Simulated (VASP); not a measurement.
The system is CaO.

```
CELL_PARAMETERS angstrom
-0.08151 2.58960 2.58960
2.58960 -0.08151 2.58960
2.58960 2.58960 -0.08151
ATOMIC_POSITIONS crystal
Ca 0.99719 0.99719 0.99719
O 0.25281 0.25281 0.25281
```

The cell was built by a generator and needn't be a form met in nature.

The cell isn't the ideal one: epitaxial_111 strain +2.5%.

Base run:

| Item | Value |
| --- | --- |
| Program | VASP 6.6.1 |
| Functional | r2SCAN |
| Potentials or basis | VASP PAW PBE potentials, release 64 (Ca_sv, O) |
| Cutoff | 520 eV |
| k mesh | 8 × 8 × 8 |
| Occupations | gaussian, width 0.01 eV |
| Spin | no spin polarisation |

Its results: band gap on the k mesh 3.61 eV, indirect (least direct gap 4.10 eV); pressure -1.4 GPa.

The run is repeated on the same cell with these changes: functional from r2SCAN to PBE; occupations from gaussian, width 0.01 eV to fermi-dirac, width 0.02 eV. What comes out?

Band gap on the k mesh 3.20 eV, indirect (least direct gap 3.70 eV); pressure -0.3 GPa.

Caveats: the PAW data sets were made with another functional, which shifts forces and pressure a little (some runs).

A k mesh can miss the band edges.
